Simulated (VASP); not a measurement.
# Zr in VASP: single point with PBE

Aim: the single point of Zr with PBE.

All numbers are computed with VASP 6.6.1; they aren't measurements. Logs are shortened: lines on timing, memory, paths and dates and some standing lists are left out, and cuts for length are marked.

## (1) The cell of the first run

The cell holds a slab with vacuum, 6 atoms: a = 3.233 Å, b = 6.097 Å, c = 20.334 Å, α = 90.00°, β = 90.00°, γ = 105.37°.

The slab is cut from a database's or a generator's crystal, which needn't be the stable form of the element.

## (2) Single point, PBE ((1 0 1) slab, atoms relaxed)

Contents of INCAR:

```
SYSTEM = Zr
PREC     = Accurate       ! precision mode
ENCUT    = 520            ! plane-wave cutoff, eV
EDIFF    = 1E-6           ! SCF threshold, eV
ISMEAR   = 0              ! smearing method
SIGMA    = 0.1            ! smearing width, eV
LREAL    = .False.        ! projectors in reciprocal space
LASPH    = .True.         ! aspherical terms in the spheres
NELM     = 100            ! most SCF steps
ALGO     = Fast           ! electronic algorithm
ISIF     = 2              ! what is computed and relaxed
LWAVE    = .False.        ! write WAVECAR
LCHARG   = .False.        ! write CHGCAR
LDIPOL   = .True.       
IDIPOL   = 3            
DIPOL    = 0.5 0.5 0.500
GGA      = PE             ! functional
NBANDS   = 45             ! bands
ISYM     = 0
```

Contents of KPOINTS:

```
regular mesh
0
Gamma
  11 6 1
  0 0 0
```

Contents of POSCAR:

```
Zr
1.0
    3.2327898661      0.0000000000      0.0000000000
   -1.6163949330      5.8786051464      0.0000000000
    0.0000000000      0.0000000000     20.3338712280
Zr
6
Direct
    0.7890702173      0.5787274575      0.3744188721
    0.0647105262      0.1299127591      0.3946897685
    0.3971898970      0.7941937822      0.4864125129
    0.6698426494      0.3398712683      0.5135876508
    0.0023216552      0.0041515852      0.6053101145
    0.2779613465      0.5553357309      0.6255810812
```

Potentials or basis: VASP PAW PBE potentials, release 64 (Zr_sv).

Run with:

```sh
$ cat potpaw_PBE.64/Zr_sv/POTCAR > POTCAR
$ mpirun -np 1 vasp_std > vasp.out
```

OUTCAR:

```text
SYSTEM = Zr
   PREC = Accurate
   ENCUT = 520
   EDIFF = 1E-6
   ISMEAR = 0
   LREAL = .False.
   LASPH = .True.
   NELM = 100
   ISIF = 2
   GGA = PE
   ISYM = 0

 ion  position               nearest neighbor table
   1  0.789  0.579  0.374-   3 3.07   3 3.07   2 3.12   2 3.12   4 3.16   2 3.27
   2  0.065  0.130  0.395-   1 3.12   1 3.12   4 3.16   3 3.16   4 3.16   3 3.16   1 3.27
   3  0.397  0.794  0.486-   1 3.07   1 3.07   5 3.16   6 3.16   2 3.16   5 3.16   2 3.16   4 3.17
                             4 3.17   4 3.26
   4  0.670  0.340  0.514-   6 3.07   6 3.07   2 3.16   1 3.16   5 3.16   2 3.16   5 3.16   3 3.17
                             3 3.17   3 3.26
   5  0.002  0.004  0.605-   6 3.12   6 3.12   3 3.16   4 3.16   3 3.16   4 3.16   6 3.27
   6  0.278  0.555  0.626-   4 3.07   4 3.07   5 3.12   5 3.12   3 3.16   5 3.27

IMPORTANT INFORMATION: All symmetrisations will be switched off!
NOSYMM: (Re-)initialisation of all symmetry stuff for point group C_1.

----------------------------------------------------------------------------------------

                                     Primitive cell

  volume of cell :     386.4309

  direct lattice vectors                    reciprocal lattice vectors
     3.232789866  0.000000000  0.000000000     0.309330344  0.085054190  0.000000000
    -1.616394933  5.878605146  0.000000000     0.000000000  0.170108380  0.000000000
     0.000000000  0.000000000 20.333871228     0.000000000  0.000000000  0.049179027

  length of vectors
     3.232789866  6.096780384 20.333871228     0.320810656  0.170108380  0.049179027

  position of ions in fractional coordinates (direct lattice)
     0.789070217  0.578727458  0.374418872
     0.064710526  0.129912759  0.394689769
     0.397189897  0.794193782  0.486412513
     0.669842649  0.339871268  0.513587651
     0.002321655  0.004151585  0.605310114
     0.277961346  0.555335731  0.625581081

  ion indices of the primitive-cell ions
   primitive index   ion index
                 1           1
                 2           2
                 3           3
                 4           4
                 5           5
                 6           6

----------------------------------------------------------------------------------------

 KPOINTS: regular mesh

Automatic generation of k-mesh.
 Grid dimensions read from file:
 generate k-points for:   11    6    1

 Generating k-lattice:

  Cartesian coordinates                     Fractional coordinates (reciprocal lattice)
[... 95 lines left out ...]
   EMIN   =  10.00;   EMAX   =-10.00  energy-range for DOS
   EFERMI =   0.00;   METHOD = LEGACY
   ISMEAR =     0;   SIGMA  =   0.10  broadening in eV -4-tet -1-fermi 0-gaus
   EFERMI_NEDOS =   21; number of points for ismear=-14 and -15
   IALGO  =     68    algorithm
   IMIX   =      4    mixing-type and parameters
     AMIX     =   0.40;   BMIX     =  1.00
     AMIX_MAG =   1.60;   BMIX_MAG =  1.00
  volume/ion in A,a.u.               =      64.41       434.63
  Fermi-wavevector in a.u.,A,eV,Ry     =   0.935036  1.766962 11.895472  0.874293
  Thomas-Fermi vector in A             =   2.061902
   LORBIT       =      0    0 simple, 1 ext, 2 COOP (PROOUT), +10 PAW based schemes
   GGA     = PE    functional components
   LHFCALC =     F    Hartree Fock is set to
   AEXX    =    0.0000 exact exchange contribution
   IVDW    =     0    specifies the selected vdW correction
   LEPSILON=     F    determine dielectric tensor
   LRPA    =     F    only Hartree local field effects (RPA)
 non-spin polarized calculation
 RMM-DIIS sequential band-by-band and
 Gauss-broadening in eV      SIGMA  =   0.10
  energy-cutoff  :      520.00
  volume of cell :      386.43
 maximum number of plane-waves:     10455
   NGX = 13   NGY = 23   NGZ = 75

 dipolmoment           0.000000      0.000000      0.000086 electrons x Angstroem

 number of electron      72.0000000 magnetization

 dipolmoment           0.000000      0.000000     -0.000047 electrons x Angstroem

 Free energy of the ion-electron system (eV)
  ---------------------------------------------------
  ext. energy  EPLUGINS =         0.00000000
  ---------------------------------------------------
  free energy    TOTEN  =       -47.34176384 eV

  energy without entropy =      -47.27870659  energy(sigma->0) =      -47.31023521

 E-fermi :   0.9668     XC(G=0):  -4.9644

 val. band max:        0.9643328274   @ k =   0.0000   0.0000   0.0000
 cond. band min:       0.9708479326   @ k =  -0.1818   0.3333   0.0000
 fundamental gap:      0.0065151052
 Fermi energy:         0.9667993295

 k-point     1 :       0.0000    0.0000    0.0000
  band No.  band energies     occupation
      1     -47.9812      2.00000
      2     -47.9691      2.00000
      3     -47.8850      2.00000
      4     -47.8849      2.00000
      5     -47.5495      2.00000
      6     -47.4888      2.00000
[... 1141 lines left out ...]
     44       2.9156      0.00000
     45       3.0044      0.00000

 [... further k-points ...]

------------------------ aborting loop because EDIFF is reached ----------------------------------------

 vacuum level on the upper side and lower side of the slab       (xc-potential included)        -0.145        -0.148

  FORCE on cell =-STRESS in cart. coord.  units (eV):
  Direction    XX          YY          ZZ          XY          YZ          ZX
  --------------------------------------------------------------------------------------
  -------------------------------------------------------------------------------------
  Total       -4.0727502     -2.2184793     -0.0016026      0.0036491     -0.0095062      0.0002324
  in kB      -16.8859899     -9.1980152     -0.0066447      0.0151295     -0.0394137      0.0009634
  external PRESSURE =      -8.6968833 kB  Pullay stress =       0.0000000 kB

 VOLUME and BASIS-vectors are now :
 -----------------------------------------------------------------------------
  energy-cutoff  :      520.00
  volume of cell :      386.43
      direct lattice vectors                 reciprocal lattice vectors
     3.232789866  0.000000000  0.000000000     0.309330344  0.085054190  0.000000000
    -1.616394933  5.878605146  0.000000000     0.000000000  0.170108380  0.000000000
     0.000000000  0.000000000 20.333871228     0.000000000  0.000000000  0.049179027

 POSITION                                       TOTAL-FORCE (eV/Angst)
 -----------------------------------------------------------------------------------
      1.61545      3.40211      7.61339         0.000142     -0.007111     -0.013407
     -0.00079      0.76371      8.02557        -0.000071      0.010169      0.002976
      0.00030      4.66875      9.89065        -0.001323      0.005583      0.010464
      1.61609      1.99797     10.44323         0.001318     -0.005539     -0.010368
      0.00079      0.02441     12.30830         0.000045     -0.010245     -0.003006
      0.00095      3.26460     12.72049        -0.000111      0.007144      0.013341
 -----------------------------------------------------------------------------------
    total drift:                                0.000043     -0.000058      0.000176

  FREE ENERGIE OF THE ION-ELECTRON SYSTEM (eV)
  ---------------------------------------------------
  free  energy   TOTEN  =       -47.3417638353 eV

  energy  without entropy=      -47.2787065852  energy(sigma->0) =      -47.31023521

 vacuum level on the upper side and lower side of the slab         4.550         4.549
```

OSZICAR:

```text
N       E                     dE             d eps       ncg     rms          rms(c)
DAV:   1     0.722095246900E+03    0.72210E+03   -0.36986E+04  3812   0.139E+03
DAV:   2     0.208726593295E+02   -0.70122E+03   -0.68761E+03  3619   0.411E+02
DAV:   3    -0.436062062778E+02   -0.64479E+02   -0.63154E+02  4865   0.842E+01
[... 28 lines left out ...]
RMM:  32    -0.473417595525E+02   -0.16918E-05   -0.17719E-05  3046   0.768E-03    0.350E-03
RMM:  33    -0.473417609900E+02   -0.14375E-05   -0.15353E-05  2926   0.674E-03    0.370E-03
RMM:  34    -0.473417621139E+02   -0.11239E-05   -0.11970E-05  2719   0.591E-03    0.386E-03
RMM:  35    -0.473417630677E+02   -0.95381E-06   -0.10172E-05  2526   0.520E-03    0.392E-03
RMM:  36    -0.473417638353E+02   -0.76756E-06   -0.80377E-06  2453   0.470E-03
   1 F= -.47341764E+02 E0= -.47310235E+02  d E =-.630573E-01
```

It took 19 min on 1 thread of AMD EPYC 9R45 (Zen 5), shared host; peak memory 0.64 GiB.

What came out:

```yaml
Free_energy: -47.3418 eV
Largest_force: 0.015 eV/Å
Band_gap_on_the_k_mesh: none (metal or under the smearing width)
```

Forces in eV/Å, atoms in the order of the input:
```
Zr   0.000 -0.007 -0.013
Zr   0.000  0.010  0.003
Zr  -0.001  0.006  0.010
Zr   0.001 -0.006 -0.010
Zr   0.000 -0.010 -0.003
Zr   0.000  0.007  0.013
```
